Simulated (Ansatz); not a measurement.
CaO in the CsCl-type structure was relaxed with 5 functionals in Ansatz, cell and atoms free, the symmetry of the start kept (meshes: PBE 8×8×8, r2SCAN 8×8×8, PBEsol 8×8×8, LDA 8×8×8, HSE06 6×6×6). Values at 0 K without nuclear motion; spin polarisation is off, and the phase may be a hypothetical one.

The HSE06 result:
```cif
data_structure
_symmetry_space_group_name_H-M 'Pm-3m'
_symmetry_Int_Tables_number 221
_cell_length_a 2.9068
_cell_length_b 2.9068
_cell_length_c 2.9068
_cell_angle_alpha 90.000
_cell_angle_beta 90.000
_cell_angle_gamma 90.000
_cell_volume 24.56
loop_
_atom_site_label
_atom_site_type_symbol
_atom_site_symmetry_multiplicity
_atom_site_Wyckoff_symbol
_atom_site_fract_x
_atom_site_fract_y
_atom_site_fract_z
_atom_site_occupancy
Ca1 Ca 1 a 0.00000 0.00000 0.00000 1
O1 O 1 b 0.50000 0.50000 0.50000 1
```

It is cubic, Pm-3m (No. 221); a = 2.907 Å in the conventional setting, 12.28 Å³ an atom. Ca has 8 O at 2.52 Å; O has 8 Ca at 2.52 Å.

Q: How does the cell change with PBE?

A: a = 2.934 Å; the volume differs by +2.8 % from HSE06's. Ca has 8 O at 2.54 Å; O has 8 Ca at 2.54 Å.

Q: How does the cell change with r2SCAN?

A: a = 2.903 Å; the volume differs by -0.4 % from HSE06's. Ca is surrounded by 8 O at 2.51 Å; O is surrounded by 8 Ca at 2.51 Å.

Q: Held at the r2SCAN cell, what mean stress do LDA and PBE find, and does its sign point to their own minimum?

A: Yes. LDA -6.84 GPa, and its relaxed volume is -5.6 % from r2SCAN's; PBE +3.64 GPa, and its relaxed volume is +3.2 % from r2SCAN's. Compression counts positive, so a positive stress asks for a larger cell.
